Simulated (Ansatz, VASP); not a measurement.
**One calculation of Ag, two programs**

File INCAR:

```
SYSTEM = Ag
  PREC = Accurate
  ENCUT = 520
  EDIFF = 1E-7
  ISMEAR = -1
  SIGMA = 0.1
  LREAL = .False.
  LASPH = .True.
  NELM = 80
  ALGO = Normal
  ISIF = 2
  LWAVE = .False.
  LCHARG = .False.
  GGA = B5
  ALDAX = 1.0
  AGGAX = 1.0
  AGGAC = 1.0
  ALDAC = 0.0
  NBANDS = 12
```

File KPOINTS:

```
Automatic mesh
0
Gamma
  15 15 15
  0 0 0
```

Contents of POSCAR:

```
Ag
1.0
   -1.6956316441      1.6956316441      1.6956316441
    1.6956316441     -1.6956316441      1.6956316441
    1.6956316441      1.6956316441     -1.6956316441
Ag
1
Direct
    0.0000000000      0.0000000000      0.0000000000
```

Input for Ansatz:

```yaml
crystal:
  lattice:
    - [-1.6956316441, 1.6956316441, 1.6956316441]
    - [1.6956316441, -1.6956316441, 1.6956316441]
    - [1.6956316441, 1.6956316441, -1.6956316441]
  atoms:
    - { symbol: Ag, position: [0.0, 0.0, 0.0] }
hamiltonian:
  xc: blyp
  pseudopotentials:
    kind: paw
    azcp:
      Ag: "pseudopotentials/Ag.paw.azcp"
basis:
  ecutwfc: 420
  fft_grid_basis: typed
kpoints:
  mp_grid: { grid: [15, 15, 15], shift: [0, 0, 0] }
magnetization:
  spin_polarized: false
scf:
  occupations: { method: fermi_dirac, width: 0.1 }
  lower_state_search: "off"
output:
  stress: true
```

Alike in both runs: task single point; functional BLYP; k mesh 15 × 15 × 15; occupations fermi-dirac, width 0.1 eV; no spin polarisation.

|  | VASP | Ansatz |
| --- | --- | --- |
| version | VASP 6.6.1 | Ansatz 0.2.0 |
| potentials or method | VASP PAW PBE potentials, release 64 (Ag) | plane waves (420 eV) with PAW, scalar-relativistic |
| plane-wave cutoff (eV) | 520 | 420 |
| valence electrons in the cell | 11 | 19 |

Ansatz gave:

- pressure (GPa): -0.2

Task: Estimate VASP's values.

Result: Pressure (GPa): -0.1.

The two sets of potentials don't hold the same shells in valence.

Caveats: the PAW data sets were made with another functional, which shifts forces and pressure a little (VASP).
